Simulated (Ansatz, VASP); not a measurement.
## Two plane-wave programs on Sb

File POSCAR:

```
Sb
1.0
    3.1095387212      0.0000000000      0.0000000000
    0.0000000000      3.1095387212      0.0000000000
    0.0000000000      0.0000000000      3.1095360941
Sb
1
Direct
    0.0000000000      0.0000000000      0.0000000000
```

INCAR.step1

```
SYSTEM = Sb
PREC = Accurate
ENCUT = 520
ISMEAR = 0
SIGMA = 0.1
LREAL = .False.
LASPH = .True.
NELM = 60
NBANDS = 8
GGA = PE
ALGO = Normal
EDIFF = 1E-4
LWAVE = .True.
LCHARG = .False.
```

The input INCAR.step2:

```
SYSTEM = Sb
PREC = Accurate
ENCUT = 520
EDIFF = 1E-6
ISMEAR = 0
SIGMA = 0.1
LREAL = .False.
LASPH = .True.
NELM = 60
ALGO = Normal
ISIF = 2
LWAVE = .False.
LCHARG = .False.
METAGGA = R2SCAN
LMIXTAU = .True.
NBANDS = 8
ISTART = 1
```

KPOINTS

```
Automatic mesh
0
Gamma
  18 18 18
  0 0 0
```

Input for Ansatz:

```yaml
crystal:
  lattice:
    - [3.1095387212, 0.0, 0.0]
    - [0.0, 3.1095387212, 0.0]
    - [0.0, 0.0, 3.1095360941]
  atoms:
    - { symbol: Sb, position: [0.0, 0.0, 0.0] }
basis:
  ecutwfc: 500
kpoints:
  mp_grid: { grid: [18, 18, 18] }
  band_path:
    path:
      - [[0.0, 0.0, 0.0], [0.0, 0.50000014, 0.0], [0.50000014, 0.50000014, 0.0], [0.0, 0.0, 0.0], [0.50000014, 0.50000014, 0.49999972], [0.0, 0.50000014, 0.0]]
      - [[0.50000014, 0.50000014, 0.49999972], [0.50000014, 0.50000014, 0.0]]
    npoints: 14
hamiltonian:
  xc: r2scan
scf:
  occupations: { method: gaussian, width: 0.1 }
  n_extra_bands: 6
output:
  forces: true
  stress: true
  eigenvalues: true
  populations: true
  dos: { projected: true, de: 0.02, nscf_kmesh: { grid: [22, 22, 22] } }
  bader: true
  write_density: true
  write_potential: true
  elf: true
  volumetric_format: npy
```

Alike in both runs: task single point; functional r2SCAN; k mesh 18 × 18 × 18; occupations gaussian, width 0.1 eV; no spin polarisation.

|  | VASP | Ansatz |
| --- | --- | --- |
| version | VASP 6.6.1 | Ansatz 0.2.0 |
| potentials or method | VASP PAW PBE potentials, release 64 (Sb) | scalar-relativistic, plane waves, PAW |
| plane-wave cutoff (eV) | 520 | 500 |
| valence electrons in the cell | 5 | 15 |

```tsv
	VASP	Ansatz	Ansatz less VASP
gap on the k mesh at the Fermi level (eV)	none	none	-
pressure (GPa)	-1.2	-1.2	-0.01
```

A gap of «none» marks a metal or a gap that the smearing closes. The two sets of potentials don't hold the same shells in valence. Ansatz warned: «structure_snapped_to_symmetry».

Caveats: the PAW data sets were made with another functional, which shifts forces and pressure a little (VASP). The runs have no spin-orbit coupling, so splittings on Sb are missing.
